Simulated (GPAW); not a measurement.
Crystal: TiO.

```xyz
2
Lattice="3.0310 0.0000 0.0000 -1.5155 2.6249 0.0000 0.0000 0.0000 3.2377" Properties=species:S:1:pos:R:3 pbc="T T T"
Ti    1.5155    0.8750    0.0000
O     0.0000    0.0000    1.6188
```

- Program: GPAW 26.7.0
- Task: relaxation of cell and atoms
- Functional: LDA
- Potentials or basis: the program's PAW data sets (release 1.2.1) made for this functional
- Cutoff: 800 eV
- Basis: pw
- k mesh: 10 × 10 × 8
- Occupations: fermi-dirac, width 0.05 eV
- Spin: no spin polarisation

At the start: pressure -45.0 GPa; volume 12.88 Å³/atom.

How do energy, volume and symmetry change on relaxing?

Over 7 steps the energy falls by 739.1 meV/atom and the volume is 9.19 Å³/atom (-28.6 %); space group P-6m2 (No. 187, to 0.05 Å).

Step by step:
```
step  energy change (eV)  largest force (eV/Å)  pressure (GPa)  volume (Å³)
   1              0.0000                0.0000          -44.96        25.76
   2             -0.5413                0.0000          -41.32        23.84
   3             -1.4573                0.0000           -8.83        18.99
   4             -1.4723                0.0000            4.64        18.09
   5             -1.4770                0.0000            0.30        18.35
   6             -1.4775                0.0000            0.14        18.37
   7             -1.4783                0.0000           -0.03        18.39
```

Final structure:
```cif
data_structure
_symmetry_space_group_name_H-M 'P 1'
_symmetry_Int_Tables_number 1
_cell_length_a 2.7686
_cell_length_b 2.7686
_cell_length_c 2.7702
_cell_angle_alpha 90.000
_cell_angle_beta 90.000
_cell_angle_gamma 120.000
_cell_volume 18.39
loop_
_atom_site_label
_atom_site_type_symbol
_atom_site_fract_x
_atom_site_fract_y
_atom_site_fract_z
_atom_site_occupancy
Ti1 Ti 0.66667 0.33333 0.00000 1
O1 O 0.00000 0.00000 0.50000 1
```

Caveat: later steps reuse the first step's grids; the volume moved by over 15 % at a fixed basis, so the end points are rough; the volume moved by -29 % from the deposited cell, more than functionals usually miss.
